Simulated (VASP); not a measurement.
Input of a VASP 6.6.1 run:

Contents of POSCAR:

```
Mg
1.0
    0.0000000000      2.2073604314      2.2073604314
    2.2073604314      0.0000000000      2.2073604314
    2.2073604314      2.2073604314      0.0000000000
Mg
1
Direct
    0.0000000000      0.0000000000      0.0000000000
```

Contents of INCAR.step1:

```
ALGO     = Normal         # electronic algorithm
EDIFF    = 1E-4           # SCF threshold, eV
ENCUT    = 520            # plane-wave cutoff, eV
GGA      = PE             # functional
ISMEAR   = 0              # smearing method
LASPH    = True           # aspherical terms in the spheres
LCHARG   = False          # write CHGCAR
LREAL    = False          # projectors in reciprocal space
LWAVE    = True           # write WAVECAR
NBANDS   = 7              # bands
NELM     = 100            # most SCF steps
PREC     = Accurate       # precision mode
SIGMA    = 0.1            # smearing width, eV
```

INCAR.step2

```
ALGO     = Normal         # electronic algorithm
EDIFF    = 1E-7           # SCF threshold, eV
ENCUT    = 520            # plane-wave cutoff, eV
ISIF     = 2              # what is computed and relaxed
ISMEAR   = 0              # smearing method
ISTART   = 1            
LASPH    = True           # aspherical terms in the spheres
LCHARG   = False          # write CHGCAR
LMIXTAU  = True         
LREAL    = False          # projectors in reciprocal space
LWAVE    = False          # write WAVECAR
METAGGA  = R2SCAN         # meta-GGA
NBANDS   = 7              # bands
NELM     = 100            # most SCF steps
PREC     = Accurate       # precision mode
SIGMA    = 0.1            # smearing width, eV
```

KPOINTS

```
k-points
0
Gamma
  16 16 16
```

Potentials or basis: VASP PAW PBE potentials, release 64 (Mg).

Command:

```console
$ cat potpaw_PBE.64/Mg/POTCAR > POTCAR
$ cp INCAR.step1 INCAR
$ mpirun -np 1 vasp_std > vasp.out
$ cp INCAR.step2 INCAR
$ mpirun -np 1 vasp_std > vasp.out
```

**Question.** What does it give for the band gap on the k mesh?

**Answer.** None (metal or under the smearing width).

**Question.** Estimate the pressure.

**Answer.** 2.1 GPa.

Caveat: the PAW data sets were made with another functional, which shifts forces and pressure a little.
